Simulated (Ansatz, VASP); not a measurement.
SnSe2 in VASP and in Ansatz

INCAR

```
PREC = Accurate
ENCUT = 520
EDIFF = 1E-7
ISMEAR = 0
SIGMA = 0.01
LREAL = F
LASPH = T
NELM = 100
ALGO = Normal
ISIF = 2
LWAVE = F
LCHARG = F
GGA = PE
NBANDS = 20
```

File KPOINTS:

```
regular mesh
0
Gamma
  6 6 4
```

The input POSCAR:

```
SnSe2
1.0
    3.8110000000      0.0000000000      0.0000000000
   -1.9055000000      3.3004200000      0.0000000000
    0.0000000000      0.0000000000      6.1360000000
Sn Se
1 2
Direct
    0.0000000000      0.0000000000      0.0162972621
    0.3333333333      0.6666666667      0.2490000000
    0.6666666667      0.3333333333      0.7510000000
```

Input for Ansatz:

```yaml
crystal:
  lattice:
    - [3.811, 0.0, 0.0]
    - [-1.9055, 3.30042, 0.0]
    - [0.0, 0.0, 6.136]
  atoms:
    - { symbol: Sn, position: [0.0, 0.0, 0.016297262059973925] }
    - { symbol: Se, position: [0.3333333333333333, 0.6666666666666666, 0.24900000000000003] }
    - { symbol: Se, position: [0.6666666666666666, 0.3333333333333333, 0.751] }
kpoints:
  mp_grid:
    grid: [6, 6, 4]
hamiltonian:
  xc: pbe
  pseudopotentials:
    kind: paw
scf:
  convergence:
    dr2_threshold: 1.0e-09
  occupations:
    method: fixed
output:
  forces: true
```

Alike in both runs: task single point; functional PBE; k mesh 6 × 6 × 4; no spin polarisation.

|  | VASP | Ansatz |
| --- | --- | --- |
| version | VASP 6.6.1 | Ansatz 0.2.0 |
| potentials or method | VASP PAW PBE potentials, release 64 (Sn_d, Se) | plane waves, PAW |
| plane-wave cutoff (eV) | 520 | 420 |
| occupations | gaussian, width 0.01 eV | fixed |
| valence electrons in the cell | 26 | 46 |

```tsv
	VASP	Ansatz	Ansatz less VASP
rms of the force components (eV/Å)	0.775	0.767	-0.0076
```

Atom by atom the forces differ by 0.009 eV/Å (rms over components). The two sets of potentials don't hold the same shells in valence.

Caveats: forces of over 1 eV/Å show positions far from the minimum, so gaps and moduli don't describe the material at rest. A k mesh can miss the band edges.
